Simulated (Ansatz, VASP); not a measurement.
# One calculation of ZnSe (Stilleite), two programs

The input INCAR:

```
SYSTEM = ZnSe
  PREC = Accurate
  ENCUT = 520
  EDIFF = 1E-6
  ISMEAR = -1
  SIGMA = 0.05
  LREAL = .False.
  LASPH = .True.
  NELM = 80
  ALGO = Normal
  ISIF = 2
  LWAVE = .False.
  LCHARG = .True.
  GGA = PS
  LELF = .True.
  LVHAR = .True.
  NBANDS = 16
```

KPOINTS

```
regular mesh
0
Gamma
  7 7 7
  0 0 0
```

Contents of POSCAR:

```
ZnSe
1.0
    0.0000000000      2.8338000000      2.8904760000
    2.8338000000      0.0000000000      2.8904760000
    2.8338000000      2.8338000000      0.0000000000
Se Zn
1 1
Direct
    0.7500000000      0.7500000000      0.7500000000
    0.0000000000      0.0000000000      0.0000000000
```

Contents of input.yaml:

```yaml
crystal:
  lattice:
    - [0.0, 2.8338, 2.890476]
    - [2.8338, 0.0, 2.890476]
    - [2.8338, 2.8338, 0.0]
  atoms:
    - { symbol: Se, position: [0.75, 0.75, 0.75] }
    - { symbol: Zn, position: [0.0, 0.0, 0.0] }
hamiltonian:
  xc: pbesol
  pseudopotentials: { kind: paw }
kpoints:
  mp_grid: { grid: [7, 7, 7] }
  band_path:
    path:
      - [[0.0, 0.0, 0.0], [-0.5, 0.0, -0.5], [-0.5, -0.2402921953, -0.7402921953], [-0.3701460977, -0.3701460977, -0.7402921953], [0.0, 0.0, 0.0], [0.5, 0.5, 0.0], [0.3701460977, 0.3701460977, -0.2597078047], [0.0, 0.0, -0.5], [-0.25, 0.25, -0.5], [0.2402921953, 0.5, -0.2597078047], [0.5, 0.5, 0.0]]
      - [[-0.5, 0.0, -0.5], [-0.25, 0.25, -0.5]]
    npoints: 14
scf:
  occupations: { method: fermi_dirac, width: 0.05 }
  n_extra_bands: 6
output:
  forces: true
  stress: true
  eigenvalues: true
  fatbands: false
```

Alike in both runs: functional PBEsol; k mesh 7 × 7 × 7; occupations fermi-dirac, width 0.05 eV; no spin polarisation.

```csv
,VASP,Ansatz
version,VASP 6.6.1,Ansatz 0.2.0
potentials or method,"VASP PAW PBE potentials, release 64 (Se, Zn)",Ansatz PAW
plane-wave cutoff (eV),520,420
valence electrons in the cell,18,28
task,single point,band structure
```

```csv
,VASP,Ansatz,Ansatz less VASP
gap on the k mesh at the Fermi level (eV),1.07,1.06,-0.002
least direct gap on the mesh (eV),1.07,1.06,-0.002
pressure (GPa),-2.0,-2.3,-0.23
largest component of the traceless stress (GPa),0.50,0.50,+0.004
```

The functional is the same, so the differences come from potentials, cutoffs and numerics. The two sets of potentials don't hold the same shells in valence.

Caveats: the PAW data sets were made with another functional, which shifts forces and pressure a little (VASP); the PAW data sets come from PBE, with cores solved anew for the run's functional, which leaves a small shift of forces and pressure (Ansatz). A hybrid or GW would open this gap; PBEsol tends to underestimate it.
